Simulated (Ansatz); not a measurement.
**HfO2: single point with PBE**

The system is HfO2.

```
CELL_PARAMETERS angstrom
5.11800 0.00000 0.00000
0.00000 5.18570 0.00000
-0.85866 0.00000 5.21387
ATOMIC_POSITIONS crystal
Hf 0.27550 0.46030 0.70800
Hf 0.72450 0.96030 0.79200
Hf 0.72450 0.53970 0.29200
Hf 0.27550 0.03970 0.20800
O 0.07420 0.16840 0.84670
O 0.92580 0.66840 0.65330
O 0.92580 0.83160 0.15330
O 0.07420 0.33160 0.34670
O 0.44870 0.74190 0.98010
O 0.55130 0.24190 0.51990
O 0.55130 0.25810 0.01990
O 0.44870 0.75810 0.48010
```

```yaml
Program: Ansatz 0.2.0
Task: single point
Functional: PBE
Potentials_or_basis: Ansatz NC
Cutoff: "1240 eV (not typed: the program's choice for these potentials)"
k_mesh: 5 × 5 × 5
Occupations: fermi-dirac, width 0.05 eV
Spin: no spin polarisation
```

```
Pressure               : 5.8 GPa
Largest force          : 0.483 eV/Å
Band gap on the k mesh : 4.20 eV, indirect (least direct gap 4.27 eV)
```

Forces on the atoms (eV/Å):
```
Hf   0.217  0.011  0.100
Hf  -0.217  0.011 -0.100
Hf  -0.217 -0.011 -0.100
Hf   0.217 -0.011  0.100
O   -0.416 -0.187 -0.160
O    0.416 -0.187  0.160
O    0.416  0.187  0.160
O   -0.416  0.187 -0.160
O   -0.148  0.031 -0.074
O    0.148  0.031  0.074
O    0.148 -0.031  0.074
O   -0.148 -0.031 -0.074
```

Stress tensor (GPa, compression positive):
```
5.82 0.00 0.47
0.00 5.19 0.00
0.47 0.00 6.52
```

Levels at points of the mesh, in eV from the valence-band top:
| k point | band 72 | band 73 | band 74 | band 75 | band 76 | band 77 | band 78 | band 79 | band 80 | band 81 |
| --- | --- | --- | --- | --- | --- | --- | --- | --- | --- | --- |
| (0.00, 0.00, 0.00) | -0.99 | -0.49 | -0.48 | -0.14 | 0.00 | 4.59 | 5.15 | 5.33 | 5.55 | 5.72 |

Wall time 44 s on 4 threads of Arm Neoverse V1, with other jobs on the host, peak memory 2.2 GiB.

The gap isn't set beside the measured one, since this odd mesh misses points on the zone boundary.

Caveat: odd divisions of the mesh miss points on the zone boundary, where band edges often lie, so the gap on the mesh can be too wide; spin-orbit coupling is left out, which moves the levels of the heavy elements.
